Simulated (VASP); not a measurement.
Input:

```
BeO
1.0
    2.71250     0.00000     0.00000
   -1.35625     2.34909     0.00000
    0.00000     0.00000     4.40608
Be O
2 2
Direct
  0.33333   0.66667   0.99861
  0.66667   0.33333   0.49861
  0.33333   0.66667   0.37639
  0.66667   0.33333   0.87639
```

Computed with PBE GGA, VASP's PBE PAW potentials (set 64) (plane waves; VASP). Numerical set-up: 520 eV cut-off, Gaussian smearing of 0.050 eV, potentials Be O.

**Question.** Predict the band gap (along the path) with the smallest direct gap where there is one.

**Answer.** 
```
Item                                   Result
------------------------------------  -------
band gap (along the path)             7.44 eV
smallest direct gap (along the path)  7.44 eV
```

The absolute energy has meaning only against runs of the same code, potentials and settings.

The structure was generated: BeO was put into the wurtzite type (P6_3mc), which need not be its known phase. It was relaxed first, which changed the volume by +7 %.
